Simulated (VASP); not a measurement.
# MgTe: equation of state with PBE

The system is MgTe.

```
CELL_PARAMETERS angstrom
0.00000 3.23200 3.23200
3.23200 0.00000 3.23200
3.23200 3.23200 0.00000
ATOMIC_POSITIONS crystal
Te 0.25000 0.25000 0.25000
Mg 0.00000 0.00000 0.00000
```

The cell comes from a database or a generator and needn't be the stable form of this composition.

| Quantity | Value |
| --- | --- |
| Program | VASP 6.6.1 |
| Task | equation of state |
| Functional | PBE |
| Potentials or basis | VASP PAW PBE potentials, release 64 (Te, Mg) |
| Cutoff | 520 eV |
| k mesh | 7 × 7 × 7 |
| Occupations | fermi-dirac, width 0.05 eV |
| Spin | no spin polarisation |

```
Equilibrium volume                      : 34.46 Å³/atom
Bulk modulus                            : 34 GPa
Pressure derivative of the bulk modulus : 4.2
```

Energy against volume, from the lowest point:
```
volume (Å³/atom)  energy (meV/atom)
          31.735              26.40
          32.410              14.39
          33.086               6.23
          33.761               1.55
          34.436               0.00
          35.111               1.29
          35.787               5.14
```

All runs of the series together: 110 s on 1 thread of Intel(R) Xeon(R) Platinum 8488C (Sapphire Rapids), on a shared host.

Spin-orbit coupling is left out, which matters for the levels of Te.
